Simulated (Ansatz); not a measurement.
# Preparing Ga2O3 (C2/m) as a host crystal, part 2 of 2

Aim: the runs on the perfect crystal Ga2O3 (C2/m) that a defect calculation needs first.

Ansatz 0.2.0; plane-wave PAW DFT, PBEsol; relaxation of the host's cell and atoms; PAW set soft_1 (the session's first sound run).

So far. Step 3 (Dielectric tensors of the host): The principal values of the electronic dielectric tensor are 4.10, 4.20 and 4.21. The principal values of the static dielectric tensor are 10.87, 10.92 and 13.83.

**4. Defect free supercell relaxed in its symmetry**

This cell, the one that will hold the defects, is built from the relaxed host. Its coarser k-points can move the atoms a little, so it is relaxed from the symmetric sites, as the reference for the test of stability.

This step: plane-wave PAW DFT, PBEsol; relaxation of the defect-free supercell in its symmetry; PAW set soft_1 (Ansatz 0.2.0).

System of this step: Ga2O3 (C2/m). The cell holds 200 atoms: 80 Ga and 120 O. Cell: a = 15.236 Å, b = 11.621 Å, c = 12.650 Å, α = 103.3°, β = 103.9°, γ = 90.0°.

Contents of pristine.symmetric/input.yaml:

```yaml
crystal:
  lattice:
    - [0.0, 15.2364910042, 0.0]
    - [-2.7604537593, 0.0, 11.2879152185]
    - [12.2779581966, -3.0472982008, 0.0078688676]
  atoms:
    - { symbol: Ga, position: [0.0682552972, 0.3427201886, 0.3412764858] }
    - { symbol: Ga, position: [0.1317447028, 0.1572798114, 0.1587235142] }
    - { symbol: Ga, position: [0.1818984528, 0.1023013088, 0.409492264] }
    - { symbol: Ga, position: [0.0181015472, 0.3976986912, 0.090507736] }
    - { symbol: O, position: [0.1007576869, 0.3720424594, 0.0037884346] }
    - { symbol: O, position: [0.0992423131, 0.1279575406, 0.4962115654] }
    - { symbol: O, position: [0.165357463, 0.2186196626, 0.3267873152] }
    - { symbol: O, position: [0.034642537, 0.2813803374, 0.1732126848] }
    - { symbol: O, position: [0.0330548149, 0.0547632684, 0.1652740744] }
    - { symbol: O, position: [0.1669451851, 0.4452367316, 0.3347259256] }
    - { symbol: Ga, position: [0.0682552972, 0.3427201886, 0.8412764858] }
    - { symbol: Ga, position: [0.1317447028, 0.1572798114, 0.6587235142] }
    - { symbol: Ga, position: [0.1818984528, 0.1023013088, 0.909492264] }
    - { symbol: Ga, position: [0.0181015472, 0.3976986912, 0.5905077359] }
    - { symbol: O, position: [0.1007576869, 0.3720424594, 0.5037884346] }
    - { symbol: O, position: [0.0992423131, 0.1279575406, 0.9962115654] }
    - { symbol: O, position: [0.165357463, 0.2186196626, 0.8267873152] }
    - { symbol: O, position: [0.034642537, 0.2813803374, 0.6732126848] }
    - { symbol: O, position: [0.0330548149, 0.0547632684, 0.6652740744] }
    - { symbol: O, position: [0.1669451851, 0.4452367316, 0.8347259256] }
    - { symbol: Ga, position: [0.0682552972, 0.8427201886, 0.3412764858] }
    - { symbol: Ga, position: [0.1317447028, 0.6572798114, 0.1587235142] }
    - { symbol: Ga, position: [0.1818984528, 0.6023013088, 0.409492264] }
    - { symbol: Ga, position: [0.0181015472, 0.8976986912, 0.090507736] }
    - { symbol: O, position: [0.1007576869, 0.8720424594, 0.0037884346] }
    - { symbol: O, position: [0.0992423131, 0.6279575406, 0.4962115654] }
    - { symbol: O, position: [0.165357463, 0.7186196626, 0.3267873152] }
    - { symbol: O, position: [0.034642537, 0.7813803374, 0.1732126848] }
    - { symbol: O, position: [0.0330548149, 0.5547632684, 0.1652740744] }
    - { symbol: O, position: [0.1669451851, 0.9452367316, 0.3347259256] }
[... 164 atom lines left out ...]
    - { symbol: O, position: [0.9007576869, 0.8720424594, 0.5037884346] }
    - { symbol: O, position: [0.8992423131, 0.6279575406, 0.9962115654] }
    - { symbol: O, position: [0.965357463, 0.7186196626, 0.8267873152] }
    - { symbol: O, position: [0.834642537, 0.7813803374, 0.6732126848] }
    - { symbol: O, position: [0.8330548149, 0.5547632684, 0.6652740744] }
    - { symbol: O, position: [0.9669451851, 0.9452367316, 0.8347259256] }
basis:
  ecutwfc: 420
  xc_grid: 2
hamiltonian:
  xc: pbesol
  pseudopotentials: { kind: paw, azcp: { folder: soft_1 }, xc_functional: pbe }
kpoints:
  mp_grid: { grid: [1, 1, 1] }
scf:
  occupations: { method: fermi_dirac, width: 0.01 }
  max_iter: 100
  lower_state_search: "off"
output:
  forces: true
relax:
  f_tol: 0.015
  max_steps: 60
  escape_saddle: false
checkpoint:
  write: "../pristine.symmetric.run"
  compress: false
  write_wavefunctions: false
  write_every: 100000
```

Run with:

```
> ansatz run input.yaml --threads 32 --pin off --max-ram 84787MiB --backend cuda --events-out ev --progress --plain --runs-dir out --max-vram 78GiB
```

Numbers of over 12 decimals in the logs are rounded to 6 here.

Output:

```text
[...]
device memory: the entry about to start is reckoned to put 7.4 GiB on a device that reports 172.2 GiB free (of which the cap on the GPU budget leaves the run 78.0 GiB)
GPU FFT provider: cuFFT
GPU libraries: cuBLAS 13.8.1, cuFFT 12.4.0, cuSOLVER 12.3.2
GPU matrix products: emulated (plane waves: as basis.precision tells), large ones in fixed point in workspaces of 1.00 GiB
Crystal: 200 atoms, lattice volume = 2111.995 Å³
Basis set: ecut = 420 eV, 41263 PW (Γ), exchange–correlation on 216×160×180 points (8 copies of the dense FFT grid, shifted against one another)
Bands: 1080, of which v1, the nominal top of the filled ones, is band 880 counted from 1 (879 counted from 0)
Symmetry: 40 space group operations
[...]
k-points: 1
[...]
GPU buffer pool allocated for 777600 grid points (all kernels)
GPU transforms: local potential and band sums: pruned to the plane-wave sphere, on 108×80×90
[...]
SCF iter   1: F=—  HF=-366881.279360 eV  |Δ(HF+E_count)|=         —  Δρ=1.16e-1  dr2=1.30e2  Hψ=3677
[...]
SCF iter   9: F=-366836.546573 eV  HF=-366836.546572 eV  |Δ(HF+E_count)|=   2.84e-5  Δρ=8.40e-6  dr2=1.51e-6  Hψ=3205
SCF 1 converged in 9 iterations: F = -366836.546573 eV  dr2 = 1.51e-6
[...]
relax step   1: F+E_penalty+E_count = -366836.54657279 eV  Δ(F+E_penalty+E_count) = +0.000e0 eV  max|allowed force component| = 1.521e-2 eV/Å  Δτ_max = 0.0000 Å  (9 SCF iters, dr2 threshold 5.63e-6 eV, accepted)
[...]
SCF iter   6: F=-366836.547325 eV  HF=-366836.547325 eV  |Δ(HF+E_count)|=   4.53e-8  Δρ=6.92e-7  dr2=1.15e-8  Hψ=2839
SCF 2 converged in 6 iterations: F = -366836.547325 eV  dr2 = 1.15e-8
relax step   2: F+E_penalty+E_count = -366836.54732457 eV  Δ(F+E_penalty+E_count) = -7.518e-4 eV  max|allowed force component| = 1.068e-2 eV/Å  Δτ_max = 0.0009 Å  (6 SCF iters, accepted)
SCF converged after 6 iterations
Free energy (F): -366836.547325 eV
[...]
Internal energy: -366836.547325 eV  (E = F + TS)
E sigma→0 (E₀):  -366836.547325 eV
Fermi energy:    9.017059 eV
[...]
--- Forces (eV/Å), atoms counted from 1 ---
  atom   1  Ga    -0.00818677    -0.00025298     0.00326714
  atom   2  Ga     0.00818677     0.00025298    -0.00326714
  atom   3  Ga     0.00215119     0.00013832    -0.00152444
  atom   4  Ga    -0.00215119    -0.00013832     0.00152444
  atom   5  O      0.00315375    -0.00005378     0.00060314
  atom   6  O     -0.00315375     0.00005378    -0.00060314
  [... 194 more lines of this table ...]
  max |Σ_I F_I| component: 6.68e-17 eV/Å
--- Relaxed structure (2 steps of the walk, 2 accepted, 0 SCFs on fresh bases) ---
  F+E_penalty+E_count = -366836.54732457 eV   max|allowed force component| = 1.068e-2 eV/Å
  atoms:
    - { symbol: Ga, position: [0.068261, 0.342720, 0.341309] }
    - { symbol: Ga, position: [0.131739, 0.157280, 0.158691] }
    - { symbol: Ga, position: [0.181901, 0.102311, 0.409491] }
    - { symbol: Ga, position: [0.018099, 0.397689, 0.090509] }
    - { symbol: O, position: [0.100760, 0.372042, 0.003817] }
    - { symbol: O, position: [0.099240, 0.127958, 0.496183] }
  [... 194 more lines of this table ...]
```

Elapsed: 3.5 s, on 1 × NVIDIA GB200 with 32 threads of Arm Neoverse V2, shared host; peak memory 1.3 GiB; 9.8 s of CPU time.

No atom moved by 0.005 Å in the relaxation.

**5. Defect free supercell relaxed from displaced atoms**

This step: plane-wave PAW DFT, PBEsol; relaxation of the defect-free supercell from random displacements, a test of the host's stability; PAW set soft_1 (Ansatz 0.2.0).

pristine.rattled/input.yaml, as its differences from pristine.symmetric/input.yaml of step 4:

```diff
@@ -59,6 +59,6 @@
   f_tol: 0.015
-  max_steps: 60
-  escape_saddle: false
+  max_steps: 120
+  random_displacement: { amplitude: 0.06, seed: 8347 }
 checkpoint:
-  write: "../pristine.symmetric.run"
+  write: "../pristine.rattled.run"
   compress: false
```

Output:

```text
[...]
Crystal: 200 atoms, lattice volume = 2111.995 Å³
Basis set: ecut = 420 eV, 41263 PW (Γ), exchange–correlation on 216×160×180 points (8 copies of the dense FFT grid, shifted against one another)
Bands: 1080, of which v1, the nominal top of the filled ones, is band 880 counted from 1 (879 counted from 0)
Symmetry: 1 space group operations
k-points: 1
[...]
SCF iter   1: F=—  HF=-366875.219446 eV  |Δ(HF+E_count)|=         —  Δρ=1.16e-1  dr2=1.30e2  Hψ=3383
[...]
SCF iter   2: F=—  HF=-366843.458428 eV  |Δ(HF+E_count)|=    3.18e1  Δρ=5.34e-2  dr2=3.14e1  Hψ=2006
[...]
SCF iter   9: F=-366830.345843 eV  HF=-366830.345844 eV  |Δ(HF+E_count)|=   2.70e-5  Δρ=8.73e-6  dr2=2.39e-6  Hψ=3186
SCF 1 converged in 9 iterations: F = -366830.345843 eV  dr2 = 2.39e-6
[...]
relax step   1: F+E_penalty+E_count = -366830.34584292 eV  Δ(F+E_penalty+E_count) = +0.000e0 eV  max|allowed force component| = 2.605e0 eV/Å  Δτ_max = 0.0000 Å  (9 SCF iters, dr2 threshold 5.63e-6 eV, accepted)
[...]
relax step   2: F+E_penalty+E_count = -366834.58626252 eV  Δ(F+E_penalty+E_count) = -4.240e0 eV  max|allowed force component| = 1.312e0 eV/Å  Δτ_max = 0.0726 Å  (7 SCF iters, dr2 threshold 1.00e-4 eV, accepted)
relax step   3: F+E_penalty+E_count = -366836.54503966 eV  Δ(F+E_penalty+E_count) = -1.959e0 eV  max|allowed force component| = 3.339e-2 eV/Å  Δτ_max = 0.0717 Å  (7 SCF iters, dr2 threshold 1.00e-4 eV, accepted)
relax step   4: F+E_penalty+E_count = -366836.54504273 eV  Δ(F+E_penalty+E_count) = -3.062e-6 eV  max|allowed force component| = 3.332e-2 eV/Å  Δτ_max = 0.0000 Å  (4 SCF iters, accepted)
[...]
SCF iter   1: F=—  HF=-366836.541992 eV  |Δ(HF+E_count)|=         —  Δρ=1.04e-3  dr2=7.29e-3  Hψ=2166
[...]
SCF iter   2: F=—  HF=-366836.540149 eV  |Δ(HF+E_count)|=   1.84e-3  Δρ=5.12e-4  dr2=1.75e-3  Hψ=1642
[...]
SCF iter   7: F=-366836.548126 eV  HF=-366836.548126 eV  |Δ(HF+E_count)|=   1.34e-9  Δρ=1.17e-6  dr2=3.20e-8  Hψ=2844
SCF 5 converged in 7 iterations: F = -366836.548126 eV  dr2 = 3.20e-8
[...]
relax step   5: F+E_penalty+E_count = -366836.54812611 eV  Δ(F+E_penalty+E_count) = -3.083e-3 eV  max|allowed force component| = 2.149e-3 eV/Å  Δτ_max = 0.0054 Å  (7 SCF iters, accepted)
SCF converged after 7 iterations
Free energy (F): -366836.548126 eV
[...]
Internal energy: -366836.548126 eV  (E = F + TS)
E sigma→0 (E₀):  -366836.548126 eV
Fermi energy:    9.017719 eV
[...]
--- Forces (eV/Å), atoms counted from 1 ---
  atom   1  Ga    -0.00090873     0.00092154     0.00062802
  atom   2  Ga    -0.00059029     0.00065069    -0.00027494
  atom   3  Ga    -0.00026290     0.00079509     0.00092451
  atom   4  Ga     0.00081820     0.00037182     0.00059036
  atom   5  O     -0.00109868     0.00009193    -0.00038207
  atom   6  O     -0.00108986     0.00012398    -0.00043045
  [... 194 more lines of this table ...]
  max |Σ_I F_I| component: 1.58e-5 eV/Å
--- Relaxed structure (5 steps of the walk, 5 accepted, 0 SCFs on fresh bases) ---
  F+E_penalty+E_count = -366836.54812611 eV   max|allowed force component| = 2.149e-3 eV/Å
  atoms:
    - { symbol: Ga, position: [0.068174, 0.342746, 0.340949] }
    - { symbol: Ga, position: [0.131699, 0.157184, 0.158498] }
    - { symbol: Ga, position: [0.181881, 0.102348, 0.409339] }
    - { symbol: Ga, position: [0.018009, 0.397590, 0.090118] }
    - { symbol: O, position: [0.100680, 0.371921, 0.003469] }
    - { symbol: O, position: [0.099216, 0.128029, 0.496005] }
  [... 194 more lines of this table ...]
```

Wall time 7.4 s (1 × NVIDIA GB200 with 32 threads); peak memory 1.3 GiB.

Step by step:

```csv
step,energy less that of the first step (eV),largest force component (eV/Å)
1,0.0000,2.6054
2,-4.2404,1.3121
3,-6.1992,0.0334
4,-6.1992,0.0333
5,-6.2023,0.0021
```

The relaxation ends 31 meV an atom lower than the displaced start, with a largest force component of 0.0021 eV/Å.

**6. Host on a dense mesh**

This step: plane-wave PAW DFT, PBEsol; single point of the defect-free host, a test of the k-point sampling; PAW set soft_1 (Ansatz 0.2.0).

System of this step: Ga2O3 (C2/m). The structure is monoclinic, space group C2/m (No. 12). Conventional cell: a = 12.278 Å, b = 3.047 Å, c = 5.810 Å, α = 90.00°, β = 103.71°, γ = 90.00°. Nearest to Ga lie 6 O at 1.94 to 2.08 Å. Nearest to Ga lie 4 O at 1.84 to 1.87 Å. Nearest to O lie 3 Ga at 1.84 to 1.94 Å. Nearest to O lie 4 Ga at 1.87 to 2.08 Å. O has 3 Ga at 1.84 to 1.95 Å nearest. Farther neighbours and most contacts between anions are not listed.

Contents of dense/input.yaml:

```yaml
crystal:
  lattice:
    - [6.1389790983, -1.5236491004, 0.0039344338]
    - [6.1389790983, 1.5236491004, 0.0039344338]
    - [-1.3802268796, 0.0, 5.6439576092]
  atoms:
    - { symbol: Ga, position: [0.3412764858, 0.3412764858, 0.6854403771] }
    - { symbol: Ga, position: [0.6587235142, 0.6587235142, 0.3145596229] }
    - { symbol: Ga, position: [0.9094922641, 0.9094922641, 0.2046026177] }
    - { symbol: Ga, position: [0.0905077359, 0.0905077359, 0.7953973823] }
    - { symbol: O, position: [0.5037884346, 0.5037884346, 0.7440849188] }
    - { symbol: O, position: [0.4962115654, 0.4962115654, 0.2559150812] }
    - { symbol: O, position: [0.8267873152, 0.8267873152, 0.4372393251] }
    - { symbol: O, position: [0.1732126848, 0.1732126848, 0.5627606749] }
    - { symbol: O, position: [0.1652740744, 0.1652740744, 0.1095265368] }
    - { symbol: O, position: [0.8347259256, 0.8347259256, 0.8904734632] }
basis:
  ecutwfc: 420
  xc_grid: 2
hamiltonian:
  xc: pbesol
  pseudopotentials: { kind: paw, azcp: { folder: soft_1 }, xc_functional: pbe }
kpoints:
  mp_grid: { grid: [9, 9, 5] }
scf:
  occupations: { method: fermi_dirac, width: 0.01 }
  max_iter: 100
  lower_state_search: "off"
checkpoint:
  write: "../dense.run"
  compress: false
  write_wavefunctions: false
  write_every: 100000
```

Output:

```text
[...]
GPU FFT provider: cuFFT
GPU libraries: cuBLAS 13.8.1, cuFFT 12.4.0, cuSOLVER 12.3.2
[...]
Crystal: 10 atoms, lattice volume = 105.600 Å³
Basis set: ecut = 420 eV, 2045 PW (Γ), FFT grids on a1−a2, a2, a3, exchange–correlation on 48×90×80 points (8 copies of the dense FFT grid, shifted against one another)
Bands: 54, of which v1, the nominal top of the filled ones, is band 44 counted from 1 (43 counted from 0)
Symmetry: 4 space group operations
[...]
k-points: 115 of 405
[...]
GPU buffer pool allocated for 43200 grid points (all kernels)
[...]
SCF iter   1: F=—  HF=-18344.096142 eV  |Δ(HF+E_count)|=         —  Δρ=1.16e-1  dr2=6.45e0  Hψ=20814
[...]
SCF iter  10: F=-18341.867153 eV  HF=-18341.867153 eV  |Δ(HF+E_count)|=   1.37e-7  Δρ=5.32e-6  dr2=2.39e-8  Hψ=15445
SCF 1 converged in 10 iterations: F = -18341.867153 eV  dr2 = 2.39e-8
[...]
SCF converged after 10 iterations
Free energy (F): -18341.867153 eV
[...]
Internal energy: -18341.867153 eV  (E = F + TS)
E sigma→0 (E₀):  -18341.867153 eV
Fermi energy:    9.023346 eV
[...]
```

Wall time 1.9 s (1 × NVIDIA GB200 with 32 threads); peak memory 0.98 GiB.

**7. Defect free supercell at the zone centre**

The supercell is run at the zone centre, to see how far that sampling misses the dense mesh.

System of this step: Ga2O3 (C2/m). The cell holds 200 atoms: 80 Ga and 120 O. Cell: a = 15.236 Å, b = 11.621 Å, c = 12.650 Å, α = 103.3°, β = 103.9°, γ = 90.0°.

pristine.sampling_gamma/input.yaml, as its differences from pristine.rattled/input.yaml of step 5:

```diff
@@ -55,10 +55,4 @@
   lower_state_search: "off"
-output:
-  forces: true
-relax:
-  f_tol: 0.015
-  max_steps: 120
-  random_displacement: { amplitude: 0.06, seed: 8347 }
 checkpoint:
-  write: "../pristine.rattled.run"
+  write: "../pristine.sampling_gamma.run"
   compress: false
```

Output:

```text
[...]
GPU FFT provider: cuFFT
GPU libraries: cuBLAS 13.8.1, cuFFT 12.4.0, cuSOLVER 12.3.2
[...]
Crystal: 200 atoms, lattice volume = 2111.995 Å³
Basis set: ecut = 420 eV, 41263 PW (Γ), exchange–correlation on 216×160×180 points (8 copies of the dense FFT grid, shifted against one another)
Bands: 1080, of which v1, the nominal top of the filled ones, is band 880 counted from 1 (879 counted from 0)
Symmetry: 40 space group operations
[...]
k-points: 1
[...]
GPU buffer pool allocated for 777600 grid points (all kernels)
[...]
SCF iter   1: F=—  HF=-366881.279362 eV  |Δ(HF+E_count)|=         —  Δρ=1.16e-1  dr2=1.30e2  Hψ=3677
[...]
SCF iter  10: F=-366836.546573 eV  HF=-366836.546573 eV  |Δ(HF+E_count)|=   8.46e-7  Δρ=1.87e-6  dr2=6.94e-8  Hψ=2793
SCF 1 converged in 10 iterations: F = -366836.546573 eV  dr2 = 6.94e-8
[...]
SCF converged after 10 iterations
Free energy (F): -366836.546573 eV
[...]
Internal energy: -366836.546573 eV  (E = F + TS)
E sigma→0 (E₀):  -366836.546573 eV
Fermi energy:    9.017004 eV
[...]
```

The job ended after 2.3 s (1 × NVIDIA GB200 with 32 threads; peak memory 1.3 GiB; 5.2 s of CPU time).

**8. What came out**

```json
{
 "primitive cell vectors, lengths": "6.325, 6.325, 5.810 Å",
 "electronic dielectric constant": "principal values (4.10, 4.20, 4.21)",
 "static dielectric constant": "principal values (10.87, 10.92, 13.83)",
 "gap on the k-mesh of the response run (PBEsol)": "2.23 eV",
 "supercell relaxed in its symmetry less the displaced and relaxed one": "0.001 eV",
 "energy an atom at the zone centre alone less that on the dense mesh": "0.004 eV"
}
```

In words: Step 5: The energy fell by 6.202 eV from the randomly displaced start; the atoms end within 0.005 Å of the sites as typed, once the mean shift is taken out. The displaced cell ends within 0.01 eV of the symmetric one relaxed in its symmetry, so no lower structure shows in this supercell. The k-mesh can miss the band edges, so this gap is an upper bound at this level. All at zero temperature.

[Logs are printed without paths, hosts, clocks, repeated set-up lines and the standing remarks that a program may print on its own settings, such as how far it seeks lower states.]

[Hosts, paths, dates, database ids (printed as entryN), source tags and the programs' standing remarks are cut or masked in the printed files.]

[Runs of the host that timed out are not shown.]

[For some hosts the program warned that the k-mesh of the response run may be too coarse for force constants and the static dielectric constant; such warnings are not always shown.]

[The program warned that the k-mesh of a response run behind this text may be too coarse: force constants, and the static dielectric constant and all else formed from them, are not shown converged.]
